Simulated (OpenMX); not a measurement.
Pb, 2 atoms in the cell. Symmetry: Fd-3m, No. 227, cubic system. Conventional cell: a = 6.878 Å, b = 6.878 Å, c = 6.878 Å, α = 90.00°, β = 90.00°, γ = 90.00°. Pb (site symmetry -43m) is surrounded by 4 Pb at 2.98 Å. This isn't the form of Pb at room conditions, which is fcc.

| Item | Value |
| --- | --- |
| Program | OpenMX 3.8.5 |
| Task | single point |
| Functional | PBE |
| Dispersion | D4 |
| Potentials or basis | OpenMX 2013 PBE set, Pb8.0-s3p2d2f1, grid cutoff 500 Ry |
| k mesh | 5 × 5 × 5 |
| Occupations | fermi-dirac, width 0.05 eV |
| Spin | no spin polarisation |
| Mixing scheme | rmm-diisk |
| SCF threshold | 1e-08 Ha |
| Solver | band |
| Max SCF cycles | 100 |

Potentials or basis: OpenMX 2013 PBE set, Pb8.0-s3p2d2f1, grid cutoff 500 Ry.

The run is started by

```sh
$ python run.py > run.log
```

Hardware: 1 thread of Intel(R) Xeon(R) Processor @ 2.50GHz (Skylake/Cascade Lake) (shared host).

Problem. How long does it take, and how much memory?

Solution. Run time: 9.4 min on 1 thread of Intel(R) Xeon(R) Processor @ 2.50GHz (Skylake/Cascade Lake) (shared host), peak memory 1.4 GiB. Counts: k points 63, basis 52, scf iterations 15.
